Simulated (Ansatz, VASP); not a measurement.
CaSe: VASP beside Ansatz

```
Se Ca
1.0
     0.00000    2.91605    2.91605
     2.91605    0.00000    2.91605
     2.91605    2.91605    0.00000
Se Ca
1 1
Cartesian
  2.9160 2.9160 2.9160
  0.0000 0.0000 0.0000
```

Change from the starting cell: volume scaled by 0.96.

Alike in both runs: task single point; functional PBEsol; k mesh 8 × 8 × 8; occupations fermi-dirac, width 0.05 eV; no spin polarisation.

```csv
,VASP,Ansatz
version,VASP 6.6.1,Ansatz 0.2.0
potentials or method,"VASP PAW PBE potentials, release 64 (Se, Ca_sv), cutoff 520 eV","all-electron LAPW, scalar-relativistic"
```

VASP gave:

- gap on the k mesh at the Fermi level (eV): 1.81
- least direct gap on the mesh (eV): 2.80
- pressure (GPa): 1.2

**Question.** Estimate Ansatz's values.

**Answer.** gap on the k mesh at the Fermi level (eV): 1.83; least direct gap on the mesh (eV): 2.81; pressure (GPa): 1.0.

Ansatz ran all-electron here, so the differences hold the error of VASP's frozen core and of both bases.

Caveats: the PAW data sets were made with another functional, which shifts forces and pressure a little (VASP). A k mesh can miss the band edges.
